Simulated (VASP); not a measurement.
A run of VASP 6.6.1:

File INCAR:

```
SYSTEM = BeTe
ALGO = Normal
EDIFF = 1E-6
EDIFFG = -0.001
ENCUT = 600
IBRION = 2
ISIF = 3
ISMEAR = 0
LASPH = .True.
LCHARG = .False.
LREAL = .False.
LWAVE = .False.
NELM = 60
NSW = 80
PREC = Accurate
SIGMA = 0.01
```

The input KPOINTS:

```
k-points
0
Gamma
  8 8 8
  0 0 0
```

File POSCAR:

```
BeTe
1.0
    0.0000000000      2.7773062662      2.7773062662
    2.7773062662      0.0000000000      2.7773062662
    2.7773062662      2.7773062662      0.0000000000
Be Te
1 1
Direct
    0.0000000000      0.0000000000      0.0000000000
    0.2500000000      0.2500000000      0.2500000000
```

Potentials or basis: VASP PAW LDA potentials, release 64 (Be, Te).

Command:

```console
$ cat potpaw_LDA.64/Be/POTCAR potpaw_LDA.64/Te/POTCAR > POTCAR
$ mpirun -np 1 vasp_std > vasp.out
```

Hardware: 1 thread of AMD EPYC 7571 (shared host).

Q: How long does it take, and how much memory?

A: Run time: 43 s on 1 thread of AMD EPYC 7571, on a shared host, peak memory 0.12 GiB. Counts: scf iterations 21, k points 29, ion steps 3.
